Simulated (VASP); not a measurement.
# AlAs (F-43m) in VASP: notebook, part 2 of 2

VASP 6.6.1. Earlier steps stand in the parts before.

## 3. Band structure, PBE0

POSCAR reads:

```
AlAs                                    
1.0
    0.0000000000      2.8408844733      2.8408844733
    2.8408844733      0.0000000000      2.8408844733
    2.8408844733      2.8408844733      0.0000000000
  Al              As            
     1     1
Direct
     0.0000000000000000    0.0000000000000000    0.0000000000000000
     0.2500000000000000    0.2500000000000000    0.2500000000000000
```

INCAR.step1 reads:

```
  PREC = Accurate
  ENCUT = 520
  EDIFF = 1E-5
  ISMEAR = 0
  SIGMA = 0.03
  LREAL = False
  LASPH = True
  NELM = 80
  ALGO = Normal
  ISIF = 2
  LWAVE = True
  LCHARG = False
  KPAR = 4
  GGA = PE
```

INCAR.step2 reads:

```
  PREC = Accurate
  ENCUT = 520
  EDIFF = 1E-7
  ISMEAR = 0
  SIGMA = 0.03
  LREAL = False
  LASPH = True
  NELM = 80
  ALGO = Normal
  ISIF = 2
  LWAVE = False
  LCHARG = False
  GGA = PE
  LHFCALC = True
  AEXX = 0.25
  PRECFOCK = Fast
  HFRCUT = -1
  KPAR = 4
  ISTART = 1
```

KPOINTS reads:

```
Automatic mesh
0
Gamma
  6 6 6
```

KPOINTS_OPT reads:

```
explicit points
6
Reciprocal
 0.0000000000  0.0000000000  0.0000000000 1
 0.3750000000  0.3750000000  0.7500000000 1
 0.5000000000  0.5000000000  0.5000000000 1
 0.6250000000  0.2500000000  0.6250000000 1
 0.5000000000  0.2500000000  0.7500000000 1
 0.5000000000  0.0000000000  0.5000000000 1
```

Potentials or basis: VASP PAW PBE potentials, release 64 (Al, As).

Command:

```console
> cat potpaw_PBE.64/Al/POTCAR potpaw_PBE.64/As/POTCAR > POTCAR
> cp INCAR.step1 INCAR
> mpirun -np 4 vasp_std > vasp.out
> cp INCAR.step2 INCAR
> mpirun -np 4 vasp_std > vasp.out
```

OUTCAR:

```text
PREC = Accurate
   ENCUT = 520
   EDIFF = 1E-7
   ISMEAR = 0
   LREAL = False
   LASPH = True
   NELM = 80
   ISIF = 2
   GGA = PE
   LHFCALC = True
   AEXX = 0.25
   PRECFOCK = Fast
   ISTART = 1

 ion  position               nearest neighbor table
   1  0.000  0.000  0.000-   2 2.46   2 2.46   2 2.46   2 2.46
   2  0.250  0.250  0.250-   1 2.46   1 2.46   1 2.46   1 2.46

  LATTYP: Found a face centered cubic cell.
 ALAT       =     5.6817689466

  Lattice vectors:

 A1 = (   0.0000000000,   2.8408844733,   2.8408844733)
 A2 = (   2.8408844733,   0.0000000000,   2.8408844733)
 A3 = (   2.8408844733,   2.8408844733,   0.0000000000)

Analysis of symmetry for initial positions (statically):
=====================================================================
 Subroutine PRICEL returns:
 Original cell was already a primitive cell.

 Routine SETGRP: Setting up the symmetry group for a
 face centered cubic supercell.

 Subroutine GETGRP returns: Found 24 space group operations
 (whereof 24 operations were pure point group operations)
 out of a pool of 48 trial point group operations.

The static configuration has the point symmetry T_d .

Analysis of symmetry for dynamics (positions and initial velocities):
=====================================================================
 Subroutine PRICEL returns:
 Original cell was already a primitive cell.

 Routine SETGRP: Setting up the symmetry group for a
 face centered cubic supercell.

 Subroutine GETGRP returns: Found 24 space group operations
 (whereof 24 operations were pure point group operations)
 out of a pool of 48 trial point group operations.

The dynamic configuration has the point symmetry T_d .

 Subroutine INISYM returns: Found 24 space group operations
 (whereof 24 operations are pure point group operations),
 and found     1 'primitive' translations

----------------------------------------------------------------------------------------

                                     Primitive cell

  volume of cell :      45.8554

  direct lattice vectors                    reciprocal lattice vectors
     0.000000000  2.840884473  2.840884473    -0.176001525  0.176001525  0.176001525
     2.840884473  0.000000000  2.840884473     0.176001525 -0.176001525  0.176001525
     2.840884473  2.840884473  0.000000000     0.176001525  0.176001525 -0.176001525

  length of vectors
     4.017617351  4.017617351  4.017617351     0.304843584  0.304843584  0.304843584

  position of ions in fractional coordinates (direct lattice)
     0.000000000  0.000000000  0.000000000
     0.250000000  0.250000000  0.250000000

  ion indices of the primitive-cell ions
   primitive index   ion index
                 1           1
                 2           2

----------------------------------------------------------------------------------------

 KPOINTS: Automatic mesh

Automatic generation of k-mesh.
 Grid dimensions read from file:
 generate k-points for:    6    6    6

 Generating k-lattice:

[... 34 lines left out ...]
   k-points           NKPTS =     16   k-points in BZ     NKDIM =    216   number of bands    NBANDS=      8
   number of dos      NEDOS =    301   number of ions     NIONS =      2
   total plane-waves  NPLWV =  27000
   dimension x,y,z NGX =    30 NGY =   30 NGZ =   30
   dimension x,y,z NGXF=    60 NGYF=   60 NGZF=   60
   ions per type =               1   1
   NGX,Y,Z   is equivalent  to a cutoff of  12.41, 12.41, 12.41 a.u.
   NGXF,Y,Z  is equivalent  to a cutoff of  24.83, 24.83, 24.83 a.u.
 SYSTEM =  unknown system
   PREC   = accura    normal or accurate (medium, high low for compatibility)
   ISTART =      1    job   : 0-new  1-cont  2-samecut
   ICHARG =      0    charge: 1-file 2-atom 10-const
   ISPIN  =      1    spin polarized calculation?
   LNONCOLLINEAR =      F non collinear calculations
   LSORBIT =      F    spin-orbit coupling
   LASPH  =      T    aspherical Exc in radial PAW
   ENCUT  =  520.0 eV  38.22 Ry    6.18 a.u.   7.47  7.47  7.47*2*pi/ulx,y,z
   NELM   =     80;   NELMIN=  2; NELMDL=  0     # of ELM steps
   EDIFF  = 0.1E-06   stopping-criterion for ELM
   LREAL  =      F    real-space projection
   EDIFFG = 0.1E-05   stopping-criterion for IOM
   NSW    =      0    number of steps for IOM
   IBRION =     -1    ionic relax: 0-MD 1-quasi-New 2-CG
   NFREE  =      0    steps in history (QN), initial steepest desc. (CG)
   ISIF   =      2    stress and relaxation
   ISYM   =      3    0-nonsym 1-usesym 2-fastsym
   POTIM  = 0.5000    time-step for ionic-motion
   TEBEG  =    0.0;   TEEND  =   0.0 temperature during run
   PSTRESS=    0.0 pullay stress
   NELECT =       8.0000    total number of electrons
   NUPDOWN=      -1.0000    fix difference up-down
   EMIN   =  10.00;   EMAX   =-10.00  energy-range for DOS
   EFERMI =   0.00;   METHOD = LEGACY
   ISMEAR =     0;   SIGMA  =   0.03  broadening in eV -4-tet -1-fermi 0-gaus
   EFERMI_NEDOS =   21; number of points for ismear=-14 and -15
   IALGO  =     38    algorithm
   IMIX   =      1    mixing-type and parameters
     AMIX     =   0.40;   BMIX     =  1.00
     AMIX_MAG =   1.60;   BMIX_MAG =  1.00
  volume/ion in A,a.u.               =      22.93       154.72
  Fermi-wavevector in a.u.,A,eV,Ry     =   0.914762  1.728649 11.385202  0.836789
  Thomas-Fermi vector in A             =   2.039426
   LORBIT       =      0    0 simple, 1 ext, 2 COOP (PROOUT), +10 PAW based schemes
   GGA     = PE    functional components
   LHFCALC =     T    Hartree Fock is set to
   PRECFOCK=fast      Normal, Fast or Accurate (Low or Medium for compatibility)
   ENCUT4O =  -1.0   cutoff for four orbital integrals eV
   NKREDX  =     1    reduce k-point grid by
   NKREDY  =     1    reduce k-point grid by
   NKREDZ  =     1    reduce k-point grid by
   AEXX    =    0.2500 exact exchange contribution
   HFSCREEN=    0.0000 screening length (either q_TF or 0.3 A-1)
   HFSCREENC=   0.0000 screening length for correlation (either q_TF or 0.3 A-1)
   ENCUTFOCK=  -1.0 apply spherical cutoff to Coloumb kernel
   IVDW    =     0    specifies the selected vdW correction
   LEPSILON=     F    determine dielectric tensor
   LRPA    =     F    only Hartree local field effects (RPA)
 non-spin polarized calculation
 Gauss-broadening in eV      SIGMA  =   0.03
  energy-cutoff  :      520.00
  volume of cell :       45.86
 maximum number of plane-waves:      1258
 NGX is ok and might be reduce to    30
  NGX = 18; NGY = 18; NGZ = 18

 number of electron       7.9999999 magnetization

 Free energy of the ion-electron system (eV)
  ---------------------------------------------------
  ext. energy  EPLUGINS =         0.00000000
  ---------------------------------------------------
  free energy    TOTEN  =       -11.83873251 eV

  energy without entropy =      -11.83873251  energy(sigma->0) =      -11.83873251

 E-fermi :   3.1628     XC(G=0):  -7.1331

 val. band max:        2.9998892616   @ k =   0.0000   0.0000   0.0000
 cond. band min:       5.7641144248   @ k =   0.5000   0.5000   0.0000
 fundamental gap:      2.7642251633
 Fermi energy:         3.1628084189

 k-point     1 :       0.0000    0.0000    0.0000
  band No.  band energies     occupation
      1     -10.1129      2.00000
      2       2.9999      2.00000
      3       2.9999      2.00000
      4       2.9999      2.00000
      5       6.4766      0.00000
      6       8.8197      0.00000
      7       8.8197      0.00000
      8       8.8197      0.00000
[... 155 lines left out ...]
 k-point    16 :      -0.3333    0.5000    0.1667
  band No.  band energies     occupation
      1      -7.8859      2.00000
      2      -2.7618      2.00000
      3      -0.2086      2.00000
      4       0.0805      2.00000
      5       7.5906      0.00000
      6       8.6021      0.00000
      7      11.8628      0.00000
      8      12.5556      0.00000

------------------------ aborting loop because EDIFF is reached ----------------------------------------

  FORCE on cell =-STRESS in cart. coord.  units (eV):
  Direction    XX          YY          ZZ          XY          YZ          ZX
  --------------------------------------------------------------------------------------
  -------------------------------------------------------------------------------------
  Total       -0.0849422     -0.0849422     -0.0849422     -0.0000000      0.0000000      0.0000000
  in kB       -2.9678609     -2.9678609     -2.9678609     -0.0000000      0.0000000      0.0000000
  external PRESSURE =      -2.9678609 kB  Pullay stress =       0.0000000 kB

 VOLUME and BASIS-vectors are now :
 -----------------------------------------------------------------------------
  energy-cutoff  :      520.00
  volume of cell :       45.86
      direct lattice vectors                 reciprocal lattice vectors
     0.000000000  2.840884473  2.840884473    -0.176001525  0.176001525  0.176001525
     2.840884473  0.000000000  2.840884473     0.176001525 -0.176001525  0.176001525
     2.840884473  2.840884473  0.000000000     0.176001525  0.176001525 -0.176001525

 POSITION                                       TOTAL-FORCE (eV/Angst)
 -----------------------------------------------------------------------------------
      0.00000      0.00000      0.00000        -0.000000     -0.000000     -0.000000
      1.42044      1.42044      1.42044         0.000000      0.000000      0.000000
 -----------------------------------------------------------------------------------
    total drift:                               -0.000000     -0.000000     -0.000000

  FREE ENERGIE OF THE ION-ELECTRON SYSTEM (eV)
  ---------------------------------------------------
  free  energy   TOTEN  =       -11.8387325139 eV

  energy  without entropy=      -11.8387325139  energy(sigma->0) =      -11.83873251
```

Wall time 2.2 min (4 MPI ranks of Intel Xeon Platinum 8259CL at 2.50GHz (Skylake/Cascade Lake), shared host); peak memory 0.19 GiB.

What came out:

```
Free energy             : -11.8387 eV
Pressure                : -0.3 GPa
Band gap on the k mesh  : 2.76 eV, indirect (least direct gap 3.48 eV)
Band gap along the path : 2.76 eV, indirect (least direct gap 3.48 eV)
```

Caveat: the PAW data sets were made with another functional, which shifts forces and pressure a little.

## 4. Band structure, PBE-EpsX

POSCAR is that of step 3.

INCAR.step1 reads:

```
  PREC = Accurate
  ENCUT = 520
  EDIFF = 1E-8
  ISMEAR = 0
  SIGMA = 0.03
  LREAL = False
  LASPH = True
  NELM = 80
  ALGO = Normal
  ISIF = 2
  LWAVE = False
  LCHARG = False
  KPAR = 4
  GGA = PE
  LEPSILON = True
```

KPOINTS.step1 reads:

```
Automatic mesh
0
G
  8 8 8
  0 0 0
```

INCAR.step2 reads:

```
  PREC = Accurate
  ENCUT = 520
  EDIFF = 1E-5
  ISMEAR = 0
  SIGMA = 0.03
  LREAL = False
  LASPH = True
  NELM = 80
  ALGO = Normal
  ISIF = 2
  LWAVE = True
  LCHARG = False
  KPAR = 4
  GGA = PE
```

KPOINTS.step2 reads:

```
Automatic mesh
0
Gamma
  6 6 6
```

INCAR.step3 reads:

```
  PREC = Accurate
  ENCUT = 520
  EDIFF = 1E-7
  ISMEAR = 0
  SIGMA = 0.03
  LREAL = False
  LASPH = True
  NELM = 80
  ALGO = Normal
  ISIF = 2
  LWAVE = False
  LCHARG = False
  GGA = PE
  LHFCALC = True
  AEXX = 0.1014
  PRECFOCK = Fast
  HFRCUT = -1
  KPAR = 4
  ISTART = 1
```

KPOINTS.step3 reads:

```
Automatic mesh
0
Gamma
  6 6 6
```

KPOINTS_OPT is that of step 3.

Command:

```console
> cat potpaw_PBE.64/Al/POTCAR potpaw_PBE.64/As/POTCAR > POTCAR
> cp INCAR.step1 INCAR
> cp KPOINTS.step1 KPOINTS
> mpirun -np 4 vasp_std > vasp.out
> cp INCAR.step2 INCAR
> cp KPOINTS.step2 KPOINTS
> mpirun -np 4 vasp_std > vasp.out
> cp INCAR.step3 INCAR
> cp KPOINTS.step3 KPOINTS
> mpirun -np 4 vasp_std > vasp.out
```

It took 3 min on 4 MPI ranks of Intel Xeon Platinum 8259CL at 2.50GHz (Skylake/Cascade Lake), shared host; peak memory 0.24 GiB.

The run converged. Its results:

| Property | Result |
| --- | --- |
| Free energy | -10.3516 eV |
| Pressure | 1.0 GPa |
| Band gap on the k mesh | 1.97 eV, indirect (least direct gap 2.57 eV) |
| Band gap along the path | 1.97 eV, indirect (least direct gap 2.57 eV) |

Levels at points of the mesh, in eV from the valence-band top:
```tsv
k point	band 1	band 2	band 3	band 4	band 5	band 6	band 7	band 8
(0.00, 0.00, 0.00)	-12.34	0.00	0.00	0.00	2.57	4.89	4.89	4.89
(0.50, 0.00, 0.00)	-10.87	-5.79	-0.86	-0.86	2.67	5.29	5.29	8.39
(0.50, 0.50, 0.00)	-10.30	-5.66	-2.25	-2.25	1.97	2.84	11.07	11.07
```

Caveat: the PAW data sets were made with another functional, which shifts forces and pressure a little.

## 5. The runs side by side

```tsv
level	screening parameter	exchange at q = 0	share of exact exchange	gap on the mesh (eV)	pressure (GPa)
HSE06	0.2 1/A	-	-	2.12	-0.2
PBE0	-	truncated	-	2.76	-0.3
PBE-EpsX	-	truncated	0.1014	1.97	1.0
```

Alike in all rows: task band structure; potentials or basis VASP PAW PBE potentials, release 64 (Al, As); no spin polarisation; cell as given; k mesh 6 × 6 × 6; cutoff (eV) 520; smearing gaussian 0.03 eV.

On the cell as given the gap runs from 1.97 eV (PBE-EpsX) to 2.76 eV (PBE0). The pressure there spans -0.3 GPa (PBE0) to 1.0 GPa (PBE-EpsX); a positive pressure means that this level wants a larger cell, a negative one a smaller.

Caveats: the PAW data sets were made with another functional, which shifts forces and pressure a little.

Absolute energies hang on the potentials; compare differences alone.
